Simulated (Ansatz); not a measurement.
**Hf₂HC: single point, HSE06-type hybrid with an exact-exchange fraction of 0.15 (computed with Ansatz 0.2.0, plane waves, PAW)**

Launched as:

```bash
ansatz run input.yaml --threads 4 --pin off --max-ram 8192MiB --backend cpu --events-out ev --progress --plain --runs-dir out
```

input.yaml:

```yaml
crystal:
  lattice:
    - [1.6437707294, 0.949031473, 5.1902250568]
    - [-1.6437707294, 0.949031473, 5.1902250568]
    - [0.0, -1.8980629463, 5.1902250567]
  atoms:
    - { symbol: C, position: [0.5, 0.5, 0.5] }
    - { symbol: H, position: [0.0, 0.0, 0.0] }
    - { symbol: Hf, position: [0.7550368032, 0.7550368032, 0.7550368032] }
    - { symbol: Hf, position: [0.2449631968, 0.2449631968, 0.2449631968] }
basis:
  ecutwfc: 420
  ecutrho_ratio: 4
kpoints:
  mp_grid: { grid: [6, 6, 6] }
hamiltonian:
  xc: { preset: hse06, exx: { coeff: 0.15, omega: 0.20787 } }
scf:
  occupations: { method: gaussian, width: 0.05 }
  n_extra_bands: 13
output:
  forces: true
  stress: true
  eigenvalues: true
  populations: true
  dos: { projected: true, de: 0.02 }
```

**Question.** What does this run give?

**Answer.** gap on the mesh zero (metallic on this mesh); pressure 1.2 GPa; diagonal stress 2.1, 2.1, -0.5 GPa.

Output (shortened):

```
scf.n_extra_bands = 13 over 29 filled bands (N_el = 57.0): the run solves 42 bands
Engine: ansatz 0.2.0, aarch64-unknown-linux-gnu
Crystal: 4 atoms, lattice volume = 48.580 Å³
Basis set: ecut = 420 eV, 965 PW (Γ), FFT grids on a1−a3, a2−a3, a3, exchange–correlation on 48×48×80 points (8 copies of the dense FFT grid, shifted against one another)
Bands: 42, of which v1, the nominal top of the filled ones, is band 29 counted from 1 (28 counted from 0)
Symmetry: 12 space group operations
Space group: R-3m (ITA 166), of the structure as read, at distance tolerance 3.6e-5 Å
k-points: 32 of 216
Initial wavefunctions: pseudopotential atomic-orbital guess
[…]
hybrid SCF converged: 2 outer / 14 inner (+9 warm-up), last move |dexx| = 1.15e-7 eV, tail = 1.30e-8 eV
Stability not checked: this state was not tested for a lower state beside it, because the functional holds exact exchange (a hybrid, or Hartree-Fock), whose exchange loop this test does not read (fock_operator; see scf.lower_state_search)
Free energy (F): -31712.447120 eV
Frozen-core exchange: fock
Harris-Foulkes:  -31712.447120 eV  (|F-HF|=1.02e-10)
Internal energy: -31712.444023 eV  (E = F + TS)
E sigma→0 (E₀):  -31712.445571 eV
Entropy (-TS):   -0.003097 eV (-0.774 meV/atom)
Fermi energy:    20.139845 eV
--- Forces (eV/Å), atoms counted from 1 ---
  atom   1  C     -0.00000000    -0.00000000    -0.00000000
  atom   2  H      0.00000000     0.00000000    -0.00000000
  atom   3  Hf     0.00000000    -0.00000000     0.19203644
  atom   4  Hf     0.00000000     0.00000000    -0.19203644
--- Stress (GPa, compression-positive) ---
        2.072124       0.000000       0.000000
        0.000000       2.072124       0.000000
        0.000000       0.000000      -0.477604
  P = ⅓ Tr σ = 1.2222 GPa (12.222 kbar)
--- Löwdin populations: 4 sites ---
  site symbol       q [e]
     0      C      4.6901
     1      H      1.1484
     2     Hf     25.5183
     3     Hf     25.5183
  spilling = 0.002189 (of n_electrons = 57.000000)
```

Time: 38 s on 4 threads of Arm Neoverse V2, on a shared host, peak memory 1.9 GiB.

Caveats: exact exchange suits metals badly: it thins the states at the Fermi level; filled bands differ between k-points; spin–orbit coupling is left out; stress loosely converged; the mesh of this hybrid run is coarse for a metal; the structure was taken from the Materials Project database, whose cells are computed, and wasn't matched to a measured crystal.
